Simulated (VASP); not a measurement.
Write the native input for VASP 6.6.1 that does the following.

```yaml
Task: relaxation of cell and atoms
Functional: LDA
Potentials_or_basis: VASP PAW LDA potentials, release 64 (Ta_pv, C)
Cutoff: 600 eV
k_mesh: 15 × 15 × 8
Occupations: methfessel-paxton, width 0.1 eV
Spin: no spin polarisation
Further_INCAR_settings: ALGO = Normal; EDIFF = 1e-07; IBRION = 2; EDIFFG = -0.005; NSW = 90; ISIF = 3
```

The structure of Ta2C lies in POSCAR:

```
Ta2C                                    
1.0
    3.0804877610     -0.0000000000      0.0000000000
   -1.5402438805      2.6677806570      0.0000000000
    0.0000000000      0.0000000000      4.8978499883
  Ta              C             
     2     1
Direct
     0.3333333332999970    0.6666666667000030    0.2533679328034503
     0.6666666667000030    0.3333333332999970    0.7466320671965496
     0.0000000000000000    0.0000000000000000    0.0000000000000000
```

These files were run (other wordings do the same):

INCAR

```
SYSTEM = Ta2C
  PREC = Accurate
  ENCUT = 600
  EDIFF = 1E-7
  ISMEAR = 1
  SIGMA = 0.1
  LREAL = .False.
  LASPH = .True.
  NELM = 80
  ALGO = Normal
  ISIF = 3
  LWAVE = .False.
  LCHARG = .False.
  GGA = CA
  IBRION = 2
  NSW = 90
  EDIFFG = -0.005
```

KPOINTS

```
regular mesh
0
Gamma
  15 15 8
  0 0 0
```

Potentials or basis: VASP PAW LDA potentials, release 64 (Ta_pv, C).

Run with:

```console
$ cat potpaw_LDA.64/Ta_pv/POTCAR potpaw_LDA.64/C/POTCAR > POTCAR
$ mpirun -np 1 vasp_std > vasp.out
```

Results of the run:

```
Relaxed volume                         : 13.42 Å³/atom
Relaxed cell                           : a = 3.081 Å, b = 3.081 Å, c = 4.898 Å, α = 90.00°, β = 90.00°, γ = 120.00°
Space group after relaxing (to 0.05 Å) : P-3m1 (No. 164)
Energy gained by relaxing              : 0.0 meV/atom
Ionic steps                            : 3
Pressure after relaxing                : 0.0 GPa
Band gap on the k mesh                 : none (metal or under the smearing width)
```

It took 3.1 min on 1 thread of Intel(R) Xeon(R) Platinum 8375C CPU @ 2.90GHz (Ice Lake), on a shared host, peak memory 0.28 GiB.
